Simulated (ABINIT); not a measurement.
HfO2, 3 atoms in the cell. The structure is cubic, space group Fm-3m (No. 225). Conventional cell: a = 5.115 Å, b = 5.115 Å, c = 5.115 Å, α = 90.00°, β = 90.00°, γ = 90.00°. Hf (site symmetry m-3m) is surrounded by 8 O at 2.21 Å. O (site symmetry -43m) is surrounded by 4 Hf at 2.21 Å. Measurements of this composition are mostly on another form, of space group No. 14.

- Program: ABINIT 10.8.3 (patched build)
- Task: equation of state
- Functional: PBE
- Dispersion: D3
- Potentials or basis: JTH PAW PBE v2.0
- Cutoff: 626 eV
- k mesh: 9 × 9 × 9
- Occupations: fermi-dirac, width 0.05 eV
- Spin: no spin polarisation
- Fine-grid cutoff: 1224.51 eV
- Exchange and correlation inside the PAW spheres: full angular mesh (pawxcdev 0, this build's default; the released program takes 1)

Potentials or basis: JTH PAW PBE v2.0.

The run is started by

```sh
$ abinit run.abi > log 2>&1
```

Hardware: 1 thread of Arm Neoverse V1, on a shared host.

Question: Estimate the wall time of this run.

Answer: Wall time 2.6 min on 1 thread of Arm Neoverse V1 (shared host), peak memory 0.17 GiB. Counts: scf iterations 70, mpi ranks 1, k points 35, bands 16, plane waves 1131.
